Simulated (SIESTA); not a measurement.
The system is Rh.

```
CELL_PARAMETERS angstrom
0.00000 1.89785 1.89785
1.89785 0.00000 1.89785
1.89785 1.89785 0.00000
ATOMIC_POSITIONS crystal
Rh 0.00000 0.00000 0.00000
```

Base run:

```yaml
Program: SIESTA 5.4.2
Functional: PBE
Potentials_or_basis: PseudoDojo 0.4 standard (PBE files)
Basis: SZP (energy shift 0.003 Ry)
Grid_cutoff: 800 Ry
Energy_shift: 0.003 Ry
k_mesh: 12 × 12 × 12
Occupations: fermi-dirac, width 0.05 eV
Spin: no spin polarisation
```

Its results: band gap on the k mesh none (metal or under the smearing width); pressure 17.2 GPa.

Problem. The run is repeated on the same cell with these changes: basis from SZP (energy shift 0.003 Ry) to SZ (energy shift 0.003 Ry). What comes out?

Solution. Band gap on the k mesh none (metal or under the smearing width); pressure 24.4 GPa.

Caveats: the basis of atomic orbitals isn't converged, which shifts pressures, moduli and gaps; the basis has no polarisation orbitals (some runs).
